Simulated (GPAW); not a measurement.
Here is a GPAW 26.7.0 calculation.

File run.py:

```python
import numpy as np
from ase import Atoms
from ase.dft.bandgap import bandgap
from ase.io import write
from gpaw import GPAW, PW
from gpaw.response.df import DielectricFunction

atoms = Atoms(['Cd', 'S'],
              cell=[[0.0, 2.7347652956, 2.7347652956],
                    [2.7347652956, 0.0, 2.7347652956],
                    [2.7347652956, 2.7347652956, 0.0]],
              scaled_positions=[[0.0, 0.0, 0.0],
                                [0.5, 0.5, 0.5]],
              pbc=True)

calc = GPAW(mode=PW(450),
            xc='PBE',
            kpts={'size': (7, 7, 7), 'gamma': True},
            occupations={'name': 'fermi-dirac', 'width': 0.001},
            nbands=18,
            convergence={'density': 1e-06},
            maxiter=150,
            txt='gpaw.txt')
atoms.calc = calc
energy = atoms.get_potential_energy()
calc.write('gs.gpw')
write('result.traj', atoms)
print(f'Energy: {energy:.6f} eV')
print('Fermi level:', round(calc.get_fermi_level(), 4), 'eV')
print(f'Gap: {bandgap(calc)[0]:.4f} eV, direct: {bandgap(calc, direct=True)[0]:.4f} eV')

for size in [(21, 21, 21)]:
    name = 'x'.join(str(n) for n in size)
    dense = calc.fixed_density(kpts={'size': size, 'gamma': True},
                               nbands=35, convergence={'bands': 29, 'eigenstates': 1e-7},
                               update_fermi_level=True, txt=f'dense-{name}.txt')
    dense.write(f'{name}.gpw', mode='all')
    df = DielectricFunction(f'{name}.gpw', frequencies=np.array([0.0]), hilbert=False, eta=0.001,
                            ecut=80, nbands=29, intraband=False, txt=f'df-{name}.txt')
    for xc in ['RPA']:
        for direction in ['x', 'y', 'z', [0, 1, 1], [1, 0, 1], [1, 1, 0]]:
            e0, e = df.get_macroscopic_dielectric_constant(xc=xc, direction=direction)
            print(f'{name} {xc} {direction}: {e0:.4f} without, {e:.4f} with local fields')
```

Potentials or basis: GPAW PAW data sets (gpaw-data 1.2.1), pw.

The run is started by

```bash
$ OMP_NUM_THREADS=1 python run.py
```

(1) Estimate the electronic dielectric tensor (diagonal).

(2) What does it give for the band gap on the k mesh?

Answers

(1) 8.48.

(2) 0.50 eV, indirect (least direct gap 1.69 eV).

Caveat: the gap is small at this level, which inflates the dielectric constant; the long-wavelength limit can be off by several per cent where d states take part; an odd mesh through Γ misses points on the zone boundary, where band edges often lie.
